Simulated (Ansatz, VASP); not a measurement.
One calculation of AlN, two programs

```
Al N
1.0
     0.00000    2.18490    2.18490
     2.18490    0.00000    2.18490
     2.18490    2.18490    0.00000
Al N
1 1
Direct
  0.00000 0.00000 0.00000
  0.75000 0.75000 0.75000
```

Measurements of this composition are mostly on another form, of space group No. 186.

Alike in both runs: task single point; functional r2SCAN; k mesh 10 × 10 × 10; occupations gaussian, width 0.05 eV; no spin polarisation.

```csv
,VASP,Ansatz
version,VASP 6.6.1,Ansatz 0.2.0
potentials or method,"VASP PAW PBE potentials, release 64 (Al, N)","scalar-relativistic, plane waves, PAW"
plane-wave cutoff (eV),520,500
valence electrons in the cell,8,8
```

|  | VASP | Ansatz | Ansatz less VASP |
| --- | --- | --- | --- |
| gap on the k mesh at the Fermi level (eV) | 3.93 | 3.94 | +0.007 |
| least direct gap on the mesh (eV) | 4.88 | 4.84 | -0.039 |
| pressure (GPa) | -0.4 | 0.0 | +0.39 |

Caveats: the PAW data sets were made with another functional, which shifts forces and pressure a little (VASP). r2SCAN opens gaps a little over a GGA but as a rule still falls short of measured ones. A k mesh can miss the band edges.
